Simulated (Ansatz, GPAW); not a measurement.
This is a calculation of Si for GPAW 26.7.0 (ASE script). Atoms were shifted at random by some hundredths of an Å from the given cell, which wasn't relaxed again for these runs. This isn't the form of Si at room conditions, which is diamond.

File run.py:

```python
from ase import Atoms
from ase.dft.bandgap import bandgap
from ase.io import write
from ase.units import GPa
from gpaw import GPAW, PW, setup_paths

setup_paths.insert(0, '.')

atoms = Atoms(['Si', 'Si', 'Si', 'Si'],
              cell=[[3.8313174605, 0.0, 0.0],
                    [-1.9156587303, 3.3180182508, 0.0],
                    [0.0, 0.0, 6.3326220002]],
              scaled_positions=[[0.662409, 0.333713, 0.940325],
                                [0.334686, 0.658685, 0.434314],
                                [0.674367, 0.345422, 0.562186],
                                [0.314249, 0.647393, 0.058825]],
              pbc=True)

calc = GPAW(mode=PW(600),
            xc='PBEsol',
            kpts={'size': (8, 8, 4), 'gamma': True},
            occupations={'name': 'fermi-dirac', 'width': 0.05},
            nbands=18,
            convergence={'density': 1e-05, 'energy': 1e-05},
            maxiter=150,
            txt='gpaw.txt')
atoms.calc = calc
energy = atoms.get_potential_energy()
forces = atoms.get_forces()
stress = atoms.get_stress()
calc.write('gs.gpw')
write('result.traj', atoms)
print(f'Energy: {energy:.6f} eV')
print('Forces (eV/A):')
print(forces.round(4))
print('Stress (GPa):', (stress / GPa).round(3))
print('Fermi level:', round(calc.get_fermi_level(), 4), 'eV')
print(f'Gap: {bandgap(calc)[0]:.4f} eV, direct: {bandgap(calc, direct=True)[0]:.4f} eV')
```

Potentials or basis: PAW data sets generated in the run's folder for this functional, pw.

Run with:

```sh
$ gpaw-setup -f PBEsol Si
$ OMP_NUM_THREADS=1 python run.py
```

Q: What does the same run look like in Ansatz 0.2.0? Potentials or basis there: Ansatz PAW, cutoff 420 eV.

A: As run (cutoffs and basis follow the program's own potentials, and thresholds, step limits or extra output files can differ):

Contents of input.yaml:

```yaml
crystal:
  lattice:
    - [3.8313174605, 0.0, 0.0]
    - [-1.9156587303, 3.3180182508, 0.0]
    - [0.0, 0.0, 6.3326220002]
  atoms:
    - { symbol: Si, position: [0.662409, 0.333713, 0.940325] }
    - { symbol: Si, position: [0.334686, 0.658685, 0.434314] }
    - { symbol: Si, position: [0.674367, 0.345422, 0.562186] }
    - { symbol: Si, position: [0.314249, 0.647393, 0.058825] }
hamiltonian:
  xc: pbesol
  pseudopotentials: { kind: paw }
kpoints:
  mp_grid: { grid: [8, 8, 4] }
scf:
  occupations: { method: fermi_dirac, width: 0.05 }
output:
  forces: true
  stress: true
  eigenvalues: true
  write_density: true
  write_potential: true
  elf: true
  volumetric_format: npy
```

Potentials or basis: Ansatz PAW.

The run is started by

```sh
$ ansatz run input.yaml --threads 1 --pin off --max-ram 3584MiB --backend cpu --events-out ev --progress --plain --runs-dir out
```

Both were run:

|  | GPAW | Ansatz |
| --- | --- | --- |
| Pressure | 0.0 GPa | -0.2 GPa |
| Largest force | 0.977 eV/Å | 0.968 eV/Å |
| Energy over the undisturbed cell | 17.0 meV/atom | 16.9 meV/atom |

Ansatz's pressure holds a Pulay term of +0.03 GPa for its cutoff of 420 eV, which the other run lacks.

Ansatz's potentials were made for PBE.

Where Ansatz's input types no cutoff or centring, it takes its own default and a Γ-centred mesh.

Pressure is positive in compression.
